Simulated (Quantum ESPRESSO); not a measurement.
HfN:

```
Hf N
1.0
     3.13391    0.00000    0.00000
    -1.56695    2.71404    0.00000
     0.00000    0.00000    5.41677
Hf N
2 2
Direct
  0.67155 0.33408 0.74916
  0.33822 0.66741 0.24916
  0.00489 0.00074 0.99916
  0.98534 0.99777 0.50251
```

The cell comes from a database or a generator and needn't be the stable form of this composition.

Base run:

```yaml
Program: Quantum ESPRESSO 7.5
Functional: PBE
Potentials_or_basis: SSSP 1.3 efficiency PBE
Cutoff: 816 eV
Density_cutoff: 6531 eV
k_mesh: 10 × 10 × 5
Occupations: fermi-dirac, width 0.05 eV
Spin: no spin polarisation
```

Its results: band gap on the k mesh none (metal or under the smearing width); pressure 5.5 GPa; largest force 0.701 eV/Å.

Problem. The run is repeated on the same cell with these changes: potentials or basis from SSSP 1.3 efficiency PBE to GBRV 1.5 PBE; cutoff from 816 eV to 612 eV; density cutoff from 6531 eV to 4898 eV; dispersion from none to D3(BJ). What comes out?

Solution. Band gap on the k mesh none (metal or under the smearing width); pressure 0.8 GPa; largest force 0.716 eV/Å.

Caveats: pairwise dispersion overbinds metals, which lowers pressure and volume (some runs).
